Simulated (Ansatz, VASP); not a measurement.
## One calculation of N, two programs

```
N
1.0
     4.33392    0.00000    0.00000
    -2.16696    3.75329    0.00000
     0.00000    0.00000    7.56648
N
4
Direct
  0.33333 0.66667 0.32893
  0.33333 0.66667 0.17107
  0.66667 0.33333 0.82893
  0.66667 0.33333 0.67107
```

Change from the starting cell: strain +0.040 along x and y, +0.080 along z, atoms carried along.

Alike in both runs: task single point; functional PBEsol; k mesh 6 × 6 × 4; occupations gaussian, width 0.05 eV; no spin polarisation.

|  | VASP | Ansatz |
| --- | --- | --- |
| version | VASP 6.6.1 | Ansatz 0.2.0 |
| potentials or method | VASP PAW PBE potentials, release 64 (N) | scalar-relativistic, plane waves, PAW |
| plane-wave cutoff (eV) | 520 | 420 |
| valence electrons in the cell | 20 | 20 |

|  | VASP | Ansatz | Ansatz less VASP |
| --- | --- | --- | --- |
| gap on the k mesh at the Fermi level (eV) | 6.35 | 6.38 | +0.035 |
| least direct gap on the mesh (eV) | 6.54 | 6.57 | +0.034 |
| pressure (GPa) | -9.6 | -10.0 | -0.42 |
| largest component of the traceless stress (GPa) | 19.11 | 20.12 | +1.012 |
| rms of the force components (eV/Å) | 5.312 | 5.598 | +0.2859 |

Atom by atom the forces differ by 0.286 eV/Å (rms over components). The functional is the same, so the differences come from potentials, cutoffs and numerics.

Caveats: the standard files for N, O and F lose accuracy on very short bonds; the PAW data sets were made with another functional, which shifts forces and pressure a little (VASP). A k mesh can miss the band edges.
